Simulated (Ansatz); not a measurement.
Ti₃Al₅: energy along a strain

Ti₃Al₅, Pmmm, a = 3.902 Å, b = 4.023 Å, c = 8.071 Å. The structure is a Materials Project entry; whether it is the stable form wasn't checked. Ansatz: r2SCAN, PAW, 500 eV, Γ-centred 10×10×6 mesh on 8 atoms, Gaussian smearing 0.15 eV; no spin polarisation. Cell vectors (Å): 3.902 0.000 0.000; 0.000 4.023 0.000; 0.000 0.000 8.071. The cell is strained by x per cent times the pattern (0 0 1 0 0 0) in the order xx yy zz yz xz xy (engineering shears), with fractional coordinates held. y is the free energy over the start, V0 = 15.834 Å³/atom.

| x (%) | y (meV/atom) |
| --- | --- |
| -6.00 | ? |
| -3.00 | 10.14 |
| 0.00 | 0.00 |
| 1.50 | 2.30 |
| 4.50 | 20.16 |
| 6.00 | 35.10 |

**Question.** Fit y = c1 x + c2 x² + c3 x³ to the other rows, get the stiffness along the pattern, and predict the missing energy.

**Answer.** Least squares on the rows shown. y = −0.035311 x + 1.0703 x² − 0.014892 x³. The clamped-ion stiffness p·C·p = 2 × 10.70 eV × 160.2 / 15.834 Å³ = 217 GPa, which is C33 in these axes; c1 is there for the stress left in the start, which by itself gives a slope of -0.04 meV/atom per %. At x = -6.00 the fit asked for gives 41.96 meV/atom. The run gave 41.61 meV/atom, so the fit is 0.35 meV/atom too high, 0.84 % of the span of the series, against an rms of 0.003 meV/atom on the fitted rows. The row lies outside the fitted range. With a term in x⁴ added, a fit to the same known rows (none to spare) predicts 41.80 meV/atom, which recovers part of the miss; the known rows don't hold the rest.

Cost: 6 runs of about 7.6 core-minutes in all, on Intel Xeon Platinum 8259CL (Skylake/Cascade Lake) (shared hosts).

Along c, compression costs more than extension: 41.61 against 35.10 meV/atom at the two ends of the series. This is the usual anharmonicity of a metallic crystal. Shortening the interlayer contacts raises the electronic kinetic energy and the overlap repulsion steeply, while stretching them gradually weakens the Ti d–Al p and metallic bonding. The linear term is too small to account for the asymmetry, which sits in the negative cubic coefficient.

The cubic fit nevertheless overshoots at the compressed end, so the energy there rises less steeply than the fitted rows imply. This suggests higher-order elastic terms, perhaps from d-band states shifting near the Fermi level, though a change in the effective plane-wave basis with cell length could also contribute.

The value of 217 GPa describes uniaxial strain with the lateral cell lengths fixed, and so isn't a Young's modulus. Any internal relaxation allowed by symmetry could only lower it or leave it unchanged. A single positive elastic constant doesn't establish mechanical stability, which also depends on the shear and coupling terms.
